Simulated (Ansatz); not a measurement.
# Ba on Mg(0001): change of the work function

Aim: the work function of Mg(0001) at several coverages of Ba (fcc site), and the dipole that each adsorbate carries.

Method: plane-wave DFT, PBE, Ansatz PAW, in Ansatz 0.2.0.

### Step 1. Set-up

The cell holds 4 atoms: 4 Mg. Its edges and angles: a = 3.210 Å, b = 3.210 Å, c = 25.820 Å, α = 90.0°, β = 90.0°, γ = 60.0°. Vacuum lies along c.

### Step 2. The clean slab

The bare slab comes first, as the zero from which every change is counted. The two lowest layers are held at bulk places and the upper ones relax. The dipole correction removes the false field that a one-sided slab makes across the periodic vacuum, so each face gets a flat vacuum level of its own.

Contents of input.yaml:

```yaml
crystal:
  lattice:
    - [3.21, 0.0, 0.0]
    - [1.605, 2.7799415461, 0.0]
    - [0.0, 0.0, 25.81956]
  atoms:
    - { symbol: Mg, position: [0.6666666667, 0.6666666667, 0.3485729424] }
    - { symbol: Mg, position: [0.0, 0.0, 0.4495243141] }
    - { symbol: Mg, position: [0.6666666667, 0.6666666667, 0.5504756859] }
    - { symbol: Mg, position: [0.0, 0.0, 0.6514270576] }
kpoints:
  mp_grid: { grid: [12, 12, 1] }
hamiltonian:
  xc: pbe
scf:
  occupations: { method: fermi_dirac, width: 0.1 }
  convergence: { dr2_threshold: 1.0e-08 }
efield:
  axis: 3
  dipole_correction: true
  ramp_position: 0.97
  ramp_width: 0.06
relax:
  f_tol: 0.02
  max_steps: 60
  constraints: [{ sites: [0, 1] }]
output:
  write_potential: true
  write_density: true
  volumetric_format: npy
```

Run with:

```bash
$ ansatz run input.yaml --threads 4 --pin off --max-ram 16384MiB --backend cpu --events-out ev --progress --plain --runs-dir out
```

Numbers of over 12 decimals in the logs are rounded to 6 here.

The program printed:

```text
Engine: ansatz 0.2.0, aarch64-unknown-linux-gnu
Pseudopotentials: kind: paw
Pseudopotential: Mg, paw, valence charge 10, recommended cutoff 420 eV (normal), Mg.paw.azcp
Functional definition: PBE
  parameter kappa = 0.804
  parameter beta = 0.066725
  exchange = pbe_x(kappa = kappa, mu = beta*pi^2/3)
  correlation = pbe_c(beta = beta)
Crystal: 4 atoms, lattice volume = 230.404 Å³
Basis set: ecut = 420 eV, 4575 PW (Γ), exchange–correlation on 48×48×360 points (8 copies of the dense FFT grid, shifted against one another)
Bands: 24, of which v1, the nominal top of the filled ones, is band 20 counted from 1 (19 counted from 0)
Symmetry: 6 space group operations
k-points: 19 of 144 (time reversal used)
Non-local potential: Mg, projectors of the file, l = 0: 3, l = 1: 2, l = 2: 1
PAW form: soft (Blöchl's): semilocal exchange-correlation on the pseudo side does not see the compensation charge
PAW one-centre angular grid: Mg, 110 points (default); XC on 64 Gauss nodes
Initial density: superposition of atomic densities (neutral atoms: chi_scale 0, normalization atom), corrected by the library's trained network
Initial wavefunctions: pseudopotential atomic-orbital guess
Functional: x = pbe(κ = 0.804, μ = 0.219515), c = pbe(β = 0.066725)
SCF iter   1: F=—  HF=-7694.613554 eV  |F-HF|=—  |Δ(HF+E_count)|=         —  Δρ=7.47e-4  dr2=5.39e-3  ethr=1.77e-3  p=0.000 e·Å  D=2.46e-14 V/Å  ΔV_dip=-0.00 eV  dr2_dipole=1.19e-8  V_vac-E_F(+/−)=3.79/3.79 eV  ⟨swp⟩=8.1  Hψ=2477  notcnv=0
efield: sawtooth ramp at fractional position 0.9700 (set: `efield.ramp_position`, or a place that a band, a saddle search or an elastic batch's reference lends), width 0.0600; the density the first Hamiltonian is built on has a dipole p = 0.000 e·Å; the dipole correction subtracts the counter field D = 2.46e-14 V/Å, which shifts the + side's vacuum level by -0.00 eV against the − side's; the planar-averaged density in the ramp window peaks in size at 1.5e-5 e/Å³
preconditioner: auto → LDOS  [metal: Δε(μ)=0.163 eV  Ē_g=4.548 eV  σ=0.100 eV  W_gap=0.39  n_scr=16 (ndim 8)  ℏωp=6.9 eV  f_vac=0.528  D(μ)=2.23/eV (n_scr^D=10)  β→1.0]
SCF iter   2: F=—  HF=-7694.613895 eV  |F-HF|=—  |Δ(HF+E_count)|=   3.41e-4  Δρ=2.82e-4  dr2=3.90e-4  ethr=1.35e-5  p=0.000 e·Å  D=1.21e-5 V/Å  ΔV_dip=-0.00 eV  dr2_dipole=1.36e-8  V_vac-E_F(+/−)=3.82/3.82 eV  ⟨swp⟩=2.1  Hψ=706  notcnv=0
SCF iter   3: F=—  HF=-7694.613927 eV  |F-HF|=—  |Δ(HF+E_count)|=   3.18e-5  Δρ=9.30e-5  dr2=4.23e-5  ethr=9.74e-7  p=-0.000 e·Å  D=-5.78e-8 V/Å  ΔV_dip=0.00 eV  dr2_dipole=1.56e-10  V_vac-E_F(+/−)=3.80/3.80 eV  ⟨swp⟩=2.3  Hψ=617  notcnv=0
SCF iter   4: F=—  HF=-7694.613950 eV  |F-HF|=—  |Δ(HF+E_count)|=   2.27e-5  Δρ=2.68e-5  dr2=4.91e-6  ethr=1.06e-7  p=-0.000 e·Å  D=-1.87e-7 V/Å  ΔV_dip=0.00 eV  dr2_dipole=4.57e-11  V_vac-E_F(+/−)=3.79/3.79 eV  ⟨swp⟩=2.0  Hψ=527  notcnv=0
SCF iter   5: F=—  HF=-7694.613928 eV  |F-HF|=—  |Δ(HF+E_count)|=   2.16e-5  Δρ=6.90e-6  dr2=4.91e-7  ethr=1.23e-8  p=-0.000 e·Å  D=-1.87e-7 V/Å  ΔV_dip=0.00 eV  dr2_dipole=4.51e-11  V_vac-E_F(+/−)=3.79/3.79 eV  ⟨swp⟩=2.1  Hψ=509  notcnv=0
SCF iter   6: F=—  HF=-7694.613928 eV  |F-HF|=—  |Δ(HF+E_count)|=   2.89e-7  Δρ=1.60e-6  dr2=2.03e-8  ethr=1.23e-9  p=-0.000 e·Å  D=-9.95e-8 V/Å  ΔV_dip=0.00 eV  dr2_dipole=1.03e-12  V_vac-E_F(+/−)=3.79/3.79 eV  ⟨swp⟩=2.0  Hψ=530  notcnv=0
SCF iter   7: F=-7694.613928 eV  HF=-7694.613928 eV  |F-HF|=7.70e-10  |Δ(HF+E_count)|=   7.81e-9  Δρ=3.80e-7  dr2=3.37e-10  ethr=2.50e-11  p=-0.000 e·Å  D=-9.49e-9 V/Å  ΔV_dip=0.00 eV  dr2_dipole=6.65e-13  V_vac-E_F(+/−)=3.79/3.79 eV  ⟨swp⟩=8.7  Hψ=2636  notcnv=0
SCF 1 converged in 7 iterations: F = -7694.613928 eV  dr2 = 3.37e-10
  greatest PAW one-centre occupation: 1.000 electrons in one spin orbital (limit 2), on the Mg atom at site 2 (counted from 0), in its partial waves of l = 0
relax step   1: F+E_penalty+E_count = -7694.61392834 eV  Δ(F+E_penalty+E_count) = +0.000e0 eV  max|allowed force component| = 4.415e-2 eV/Å  Δτ_max = 0.0000 Å  (7 SCF iters, accepted)
Initial density: handed on by an earlier stage of this run
Initial wavefunctions: those handed on with the density
iter 1 solved again at ethr=7.55e-6 eV; its pass at ethr=3.10e-3 eV (dr2=3.02e-3 eV) is discarded
SCF iter   1: F=—  HF=-7694.614720 eV  |F-HF|=—  |Δ(HF+E_count)|=         —  Δρ=2.19e-4  dr2=9.85e-4  ethr=7.55e-6  p=-0.000 e·Å  D=-2.58e-8 V/Å  ΔV_dip=0.00 eV  dr2_dipole=5.18e-5  V_vac-E_F(+/−)=3.79/3.79 eV  ⟨swp⟩=2.3  Hψ=1585  notcnv=0
efield: sawtooth ramp at fractional position 0.9700 (set: `efield.ramp_position`, or a place that a band, a saddle search or an elastic batch's reference lends), width 0.0600; the density the first Hamiltonian is built on has a dipole p = -0.000 e·Å; the dipole correction subtracts the counter field D = -2.58e-8 V/Å, which shifts the + side's vacuum level by +0.00 eV against the − side's; the planar-averaged density in the ramp window peaks in size at 3.7e-7 e/Å³
preconditioner: auto → LDOS  [metal: Δε(μ)=0.173 eV  Ē_g=4.535 eV  σ=0.100 eV  W_gap=0.41  n_scr=16 (ndim 8)  ℏωp=6.9 eV  f_vac=0.529  D(μ)=2.24/eV (n_scr^D=10)  β→1.0]
SCF iter   2: F=—  HF=-7694.614661 eV  |F-HF|=—  |Δ(HF+E_count)|=   5.90e-5  Δρ=7.35e-5  dr2=3.77e-5  ethr=2.46e-6  p=-0.000 e·Å  D=-6.75e-5 V/Å  ΔV_dip=0.00 eV  dr2_dipole=1.71e-6  V_vac-E_F(+/−)=3.79/3.79 eV  ⟨swp⟩=2.0  Hψ=503  notcnv=0
SCF iter   3: F=—  HF=-7694.614690 eV  |F-HF|=—  |Δ(HF+E_count)|=   2.95e-5  Δρ=2.08e-5  dr2=3.89e-6  ethr=9.43e-8  p=0.000 e·Å  D=9.60e-5 V/Å  ΔV_dip=-0.00 eV  dr2_dipole=1.73e-10  V_vac-E_F(+/−)=3.79/3.79 eV  ⟨swp⟩=2.0  Hψ=776  notcnv=0
SCF iter   4: F=—  HF=-7694.614664 eV  |F-HF|=—  |Δ(HF+E_count)|=   2.60e-5  Δρ=5.71e-6  dr2=4.02e-7  ethr=9.73e-9  p=0.000 e·Å  D=1.11e-4 V/Å  ΔV_dip=-0.00 eV  dr2_dipole=1.70e-8  V_vac-E_F(+/−)=3.79/3.79 eV  ⟨swp⟩=2.0  Hψ=522  notcnv=0
SCF iter   5: F=-7694.614664 eV  HF=-7694.614664 eV  |F-HF|=2.90e-9  |Δ(HF+E_count)|=   3.01e-8  Δρ=1.43e-6  dr2=7.83e-9  ethr=2.50e-11  p=0.000 e·Å  D=1.31e-4 V/Å  ΔV_dip=-0.00 eV  dr2_dipole=1.09e-9  V_vac-E_F(+/−)=3.79/3.79 eV  ⟨swp⟩=7.8  Hψ=2951  notcnv=0
SCF 2 converged in 5 iterations: F = -7694.614664 eV  dr2 = 7.83e-9
  greatest PAW one-centre occupation: 1.000 electrons in one spin orbital (limit 2), on the Mg atom at site 1 (counted from 0), in its partial waves of l = 0
relax step   2: F+E_penalty+E_count = -7694.61466413 eV  Δ(F+E_penalty+E_count) = -7.358e-4 eV  max|allowed force component| = 1.544e-2 eV/Å  Δτ_max = 0.0287 Å  (5 SCF iters, accepted)
NSCF: frozen V_eff on 19 k-points
the band table was solved once a step of the walk had ended and its energy, with any forces and stress, was formed, with the checks that follow a solve (2497 applications of the Hamiltonian). They found nothing against the state; the energy, forces and stress were not computed again (output.eigenvalues in the input reference)
WARN: The output density's exchange-correlation potential varies sharply where the density is thin. Do not read a vacuum level from v_tot or v_xc, or from such a field of the output density. On a cell that repeats whose density bears no net charge and no dipole along the vacuum's axis use v_es (v_loc + v_h of the components); under efield.dipole_correction with no amplitude use v_es + v_field, which holds any externa [...]
SCF converged after 5 iterations
Free energy (F): -7694.614664 eV
Harris-Foulkes:  -7694.614664 eV  (|F-HF|=2.90e-9)
Internal energy: -7694.543245 eV  (E = F + TS)
E sigma→0 (E₀):  -7694.578954 eV
Entropy (-TS):   -0.071420 eV (-17.855 meV/atom)
Fermi energy:    0.029478 eV
Dipole field:    D = 0.000172 V/Å  (p = 0.000219 e·Å, saw-weighted, corrected)
Work function:   Φ+ = 3.7873 eV   Φ− = 3.7918 eV
Levels:          The Fermi level and band energies are counted from a zero that moves with the ramp; work functions are not
--- Per-component energies (eV) ---
  E_band       = -1655.090313
  E_kinetic    = 297.500953
  E_local      = -32041.579238  (includes V_loc(G=0)·N_el)
  E_nonlocal   = 383.077103
  E_hartree    = 14982.417456
  E_xc         = -112.093321
  E_vxc        = -144.525410  (∫ρ·V_xc dr)
  E_paw        = -1170.697246  (= ΣΔE_a)
  E_vpaw       = -114.398191  (= ΣTr[D̂ρ^β])
  E_aug_tail   = -0.000015  (compensation charges beyond the density's cutoff)
  E_efield     = 0.000000  (sawtooth field / dipole correction)
  E_vefield    = -0.000058  (∫n·V_field dr)
  E_ewald      = 9966.831063
  E_smearing   = -0.071420  (= −TS)
  E_closure    = -0.000000  (closes the sum)
  Σ components = -7694.614664   (vs F -7694.614664, Δ=0.00e0)
--- Forces (eV/Å), atoms counted from 1 ---
  atom   1  Mg    -0.00000000     0.00000000    -0.04352536
  atom   2  Mg     0.00000000    -0.00000000     0.03942650
  atom   3  Mg    -0.00000000     0.00000000    -0.01135302
  atom   4  Mg     0.00000000    -0.00000000     0.01543563
  max |Σ_I F_I| component: 1.63e-5 eV/Å
--- Band table (eV; the first three rows and the last of 19) ---
  k-point 0: bands = [... 16 lower, -6.5118, -5.7358, -4.4563, -2.7079, -0.9499, 1.2324, 2.8336, 3.6962]
  k-point 1: bands = [... 16 lower, -6.3761, -5.6010, -4.3227, -2.5750, -0.8237, 1.3598, 2.9633, 3.8279]
  k-point 2: bands = [... 16 lower, -5.9704, -5.1979, -3.9232, -2.1781, -0.4451, 1.7374, 3.3475, 4.2198]
  k-point 18: bands = [... 16 lower, -0.2640, -0.2571, -0.2503, 0.4095, 0.4203, 0.4303, 1.5893, 2.1911]
--- Relaxed structure (2 steps of the walk, 2 accepted, 0 SCFs on fresh bases) ---
  F+E_penalty+E_count = -7694.61466413 eV   max|allowed force component| = 1.544e-2 eV/Å
  atoms:
    - { symbol: Mg, position: [0.666667, 0.666667, 0.348573] }
    - { symbol: Mg, position: [0.0, 0.0, 0.449524] }
    - { symbol: Mg, position: [0.666667, 0.666667, 0.550673] }
    - { symbol: Mg, position: [0, 0, 0.652538] }
```

Elapsed: 3.6 s, on 4 threads of Arm Neoverse V1, shared host; peak memory 0.47 GiB.

The steps of the relaxation:

```csv
step,energy less that of the first step (eV),largest force component (eV/Å)
1,0.0000,0.0442
2,-0.0007,0.0154
```

The run keeps the 6 symmetry operations that it works with, so distortions that break them were not tested.

The atoms that moved most (Å):

```csv
atom,dx,dy,dz,length
Mg4,0.000,0.000,0.029,0.029
Mg3,0.000,0.000,0.005,0.005
```

Final coordinates:

```xyz
4
Lattice="3.2100 0.0000 0.0000 1.6050 2.7799 0.0000 0.0000 0.0000 25.8196" Properties=species:S:1:pos:R:3
Mg    3.2100    1.8533    9.0000
Mg    0.0000    0.0000   11.6065
Mg    3.2100    1.8533   14.2181
Mg    0.0000    0.0000   16.8482
```

Numbers from this step:

| Property | Result |
| --- | --- |
| energy at zero smearing | -7694.5790 eV |
| work function, upper face | 3.787 eV |
| dipole along the normal | 2.19e-4 e·Å |

Running mean over 2.60652 Å of the planar mean; the ramp of the sawtooth is left out. Electron's electrostatic potential energy less the Fermi level against z:

z (Å), electron's electrostatic potential energy less the Fermi level (eV) and a bar from the least value:
```
        4       3.79 ##############################
        5       3.78 ##############################
        6       3.64 #############################
        7       2.60 #########################
        8      -2.09 #######
        9      -4.02 
       10      -4.04 
       11      -4.01 
       12      -3.99 
       13      -3.98 
       14      -4.00 
       15      -3.95 
       16      -3.97 
       17      -3.95 
       18      -1.31 ##########
       19       2.90 ###########################
       20       3.68 ##############################
       21       3.78 ##############################
       22       3.79 ##############################
```

The relaxation took 2 steps and lowered the energy by 7.4e-4 eV; the largest force on the free atoms ends at 0.015 eV/Å.

The work function of the upper face is 3.79 eV.

[end of part 1 of 3]

[Logs are printed without paths, hosts, clocks, repeated set-up lines and the standing remarks that a program may print on its own settings, such as how far it seeks lower states.]

[Hosts, paths, dates, database ids (printed as entryN), source tags and the programs' standing remarks are cut or masked in the printed files.]

[Maps of the electrostatic potential energy from Ansatz leave out the sawtooth potential of an applied field or a dipole correction, so their vacuum need not be flat; planar profiles and work functions include it.]
